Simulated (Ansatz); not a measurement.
**How far is PAW off for Ca?**

```
Ca
1.0
    -2.26240    2.24000    2.24000
     2.24000   -2.26240    2.24000
     2.24000    2.24000   -2.26240
Ca
1
Direct
  0.00000 0.00000 0.00000
```

The conventional cell has a = 6.367 Å, b = 6.367 Å, c = 3.841 Å, α = 90.00°, β = 90.00°, γ = 120.00°. Ca (atom 1) has 8 Ca at 3.84 to 3.89 Å as nearest neighbours.

Structure: COD 9011034, as refined from experiment and not relaxed. It was measured hot, at 740 K. The listed cell was then made from it by scaling, straining or moving an atom.

Methods: DFT, PBE, PAW with Ansatz's default frozen-core files, scalar-relativistic (Ansatz 0.2.0); DFT, PBE, all-electron LAPW, scalar-relativistic (Ansatz 0.2.0).

For PAW: a Γ-centred 10×10×10 k mesh, Fermi–Dirac smearing of 0.05 eV, cutoff 420 eV, no spin polarisation. LAPW targets a basis error of 0.25 meV/atom. The Ansatz runs share mesh, smearing and spin set-up. Plane-wave (PAW) pressures include the program's estimate of the Pulay term.

Stress and pressure are positive in compression.

The change that made this cell: equal xy, yz and zx engineering shear strains of -1 %.

PAW results:

```json
{"quantity": "pressure (GPa)", "PAW": "-0.97"}
{"quantity": "stress yz (GPa)", "PAW": "0.14"}
{"quantity": "stress xz (GPa)", "PAW": "0.14"}
{"quantity": "stress xy (GPa)", "PAW": "0.14"}
```

(1) What does full-potential LAPW give for the same quantities?

Answers

(1) 
```csv
quantity,LAPW
pressure (GPa),-0.97
stress yz (GPa),0.14
stress xz (GPa),0.14
stress xy (GPa),0.14
```
